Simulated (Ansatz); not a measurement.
**Relaxing Sr**

Method: DFT PBE, scalar-relativistic, plane waves, PAW (Ansatz 0.2.0). Cutoff 420 eV, Γ-centred k mesh, Gaussian smearing, no spin polarisation in the final step.

The start is a random cell of Sr without symmetry, drawn with lower limits on the distances.

```
CELL_PARAMETERS angstrom
5.82694 0.00000 0.00000
-4.60952 8.30955 0.00000
-4.81686 -2.01746 9.08499
ATOMIC_POSITIONS crystal
Sr 0.63571 0.94493 0.42051
Sr 0.40265 0.63259 0.08519
Sr 0.35853 0.42898 0.49549
Sr 0.23596 0.59382 0.71242
Sr 0.11495 0.05347 0.78799
Sr 0.73010 0.24492 0.25732
```

Cell and atoms relax at zero pressure; the relaxation can't lower the symmetry of the start. After a coarse first stage the cell is made exact in the group found at 0.06 Å.

Task: Describe the relaxed structure.

Result: It ends in I4/mmm (No. 139). The result has the indium (bct) structure. Conventional cell: a = 4.241 Å, c = 6.085 Å. Around Sr lie 12 Sr at 4.24–4.27 Å.

Space group I4/mmm (No. 139). a = 4.241 Å, b = 4.241 Å, c = 6.085 Å, α = 90.00°, β = 90.00°, γ = 90.00°
| atom | site | symmetry | x | y | z |
| --- | --- | --- | --- | --- | --- |
| Sr | 2b | 4/mmm | 0.5000 | 0.5000 | 0.0000 |

Task: What are its volume, density and gap?

Result: The volume per atom is 54.71 Å³. The density is 2.66 g/cm³ and the gap on the 16×16×16 mesh is 0 eV (a metal).

The final run used a 16×16×16 mesh on its 1-atom cell and 0.10 eV smearing. A structure relaxed within its symmetry needn't be a true minimum.